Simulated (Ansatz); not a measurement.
**Deforming Zr**

```xyz
2
Lattice="3.2320 0.0000 0.0000 -1.6160 2.7990 0.0000 0.0000 0.0000 5.1470" Properties=species:S:1:pos:R:3 pbc="T T T"
Zr    0.0000    1.8660    1.2868
Zr    1.6160    0.9330    3.8603
```

Atom numbers follow the list: Zr1, Zr2.

The geometry is COD entry 9008523, unchecked; take it as a test cell.

These are results of Ansatz 0.2.0, DFT, PBEsol, PAW with Ansatz's default frozen-core files, scalar-relativistic, not measurements.

Sampling and basis: a Γ-centred 13×13×7 k mesh, Fermi–Dirac smearing of 0.08 eV, cutoff 420 eV, no spin polarisation; the PAW files were made with PBE, and the program remakes their frozen cores for this functional.

The unchanged cell is at -3.27 GPa.

In a metal, stresses and small energies carry noise from the k mesh.

x, y and z are the Cartesian axes of the cell as listed; fractional coordinates follow a strain, and an engineering shear is twice the off-diagonal strain component.

(1) With this change (equal xy, yz and zx engineering shear strains of -3 %), what becomes of the energy and stress and forces?

(2) With this change (equal xy, yz and zx engineering shear strains of -1 %), what becomes of the energy and stress and forces?

With equal xy, yz and zx engineering shear strains of +2 %: energy change +2.3 meV/atom; stress change (xx, yy, zz, yz, xz, xy) 0.00, 0.04, -0.03, -0.42, -0.43, -0.83 GPa, compression positive; change of the force on Zr1 (-0.034, 0.002, 0.005) eV/Å.

With equal xy, yz and zx engineering shear strains of -2 %: energy change +2.6 meV/atom; stress change (xx, yy, zz, yz, xz, xy) 0.00, 0.03, -0.02, 0.51, 0.51, 0.92 GPa, compression positive; change of the force on Zr2 (-0.040, -0.002, -0.006) eV/Å.

With equal xy, yz and zx engineering shear strains of +1 %: energy change +0.6 meV/atom; stress change (xx, yy, zz, yz, xz, xy) 0.00, 0.01, -0.01, -0.22, -0.22, -0.43 GPa, compression positive; change of the force on Zr1 (-0.018, 0.000, 0.001) eV/Å.

(3) With this change (equal xy, yz and zx engineering shear strains of +3 %), what becomes of the energy and stress and forces?

Answers

(1) Energy change +6.1 meV/atom; stress change (xx, yy, zz, yz, xz, xy) 0.01, 0.06, -0.04, 0.78, 0.80, 1.40 GPa, compression positive; change of the force on Zr2 (-0.061, -0.004, -0.013) eV/Å.

(2) Energy change +0.6 meV/atom; stress change (xx, yy, zz, yz, xz, xy) 0.00, 0.01, -0.01, 0.24, 0.24, 0.45 GPa, compression positive; change of the force on Zr2 (-0.019, 0.000, -0.001) eV/Å.

(3) Energy change +5.1 meV/atom; stress change (xx, yy, zz, yz, xz, xy) 0.00, 0.09, -0.07, -0.60, -0.61, -1.21 GPa, compression positive; change of the force on Zr1 (-0.047, 0.004, 0.010) eV/Å.
